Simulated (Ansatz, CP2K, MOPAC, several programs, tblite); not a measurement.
# Cu₂ZnSnSe₄ (kesterite) from semi-empirical methods to plane-wave DFT

Cu₂ZnSnSe₄ in the kesterite structure, relaxed with r2SCAN in Ansatz, was computed with several methods. The symmetry is I-4 (No. 82, tetragonal); conventional cell a = 5.699 Å, c = 11.384 Å, 23.11 Å³ an atom. Around Cu lie 4 Se at 2.42 Å; around Cu lie 4 Se at 2.41 Å; around Zn lie 4 Se at 2.46 Å; around Sn lie 4 Se at 2.58 Å; around Se lie 2 Cu at 2.41–2.42 Å and 1 Zn at 2.46 Å and 1 Sn at 2.58 Å. These are computed values for a spin-unpolarised cell that may be hypothetical; none is a measurement.

```
Cu Zn Sn Se
1.0
    -2.84970    2.84970    5.69176
     2.84970   -2.84970    5.69176
     2.84970    2.84970   -5.69176
Cu Zn Sn Se
2 1 1 4
Direct
  0.00000 0.00000 0.00000
  0.75000 0.25000 0.50000
  0.25000 0.75000 0.50000
  0.50000 0.50000 0.00000
  0.10333 0.62916 0.99234
  0.37084 0.36319 0.47417
  0.63681 0.11098 0.00766
  0.88902 0.89667 0.52583
```

Gaps and times are for a single point on this cell; volume and bulk modulus come from each method's own relaxation or energy curve at fixed shape, which is too stiff where a cell has free coordinates or axes. Times are rough, from shared hosts (Arm Neoverse V1), and each method has its own mesh and cell size. A double dagger marks a value from a curve with shape and coordinates held. PM7 (MOPAC) and PM6 (MOPAC): levels, charges or heat of formation failed a check of plausibility, so no values are given. PM6 (MOPAC), PM7 (MOPAC), GFN1-xTB (tblite), GFN2-xTB (tblite) treat a cluster of cells at its zone centre, which samples few k points: where these miss a band edge, the gap comes out too large for that reason alone. Gaps from k meshes are read at a limited set of points (mesh, symmetry points, PBE's band edges), so each method's own least gap may be somewhat smaller. xTB and the PM methods were fitted mostly to molecules, and can miss a solid's gap by electronvolts. Minimal bases can be far off for gaps. d marks a direct gap, i an indirect one (no mark: not told apart), a dash a value that wasn't computed or didn't pass its checks.

| method | kind | gap (eV) | own volume (Å³/atom) | bulk modulus (GPa) | atoms computed | processor time |
| --- | --- | --- | --- | --- | --- | --- |
| GFN1-xTB (tblite) | tight binding | 0 | 23.31‡ | 64‡ | 64 | 4.2 s |
| PM7 (MOPAC) | semi-empirical | – | – | – | 64 | 7.2 s |
| light PBE (260 eV and a coarse mesh) | light plane-wave | 0 | – | – | 8 | 8.1 s |
| GFN2-xTB (tblite) | tight binding | 0.18 | 24.90‡ | 32‡ | 64 | 8.2 s |
| PBE/SZV (CP2K) | small basis | 0.02 | – | – | 8 | 41 s |
| PM6 (MOPAC) | semi-empirical | – | – | – | 64 | 47 s |
| PBE | semilocal | 0.02 | 23.93 | 57‡ | 8 | 77 s |
| PBE/DZVP (CP2K) | small basis | 0.02 | 24.37‡ | 56‡ | 8 | 110 s |
| r2SCAN | semilocal | 0.08 d | 23.11 | 65‡ | 8 | 2.6 min |

Volumes against r2SCAN's: PBE +3.5 %.

With PBE the bands overlap or touch, or nearly. Semilocal functionals can close a real gap, so this doesn't show a metal; small gaps of other methods may in turn close between the points read or with spin-orbit coupling, and the solid may be a semimetal.

Spin-orbit coupling is left out, which matters wherever the heavy atoms make up the band edges.
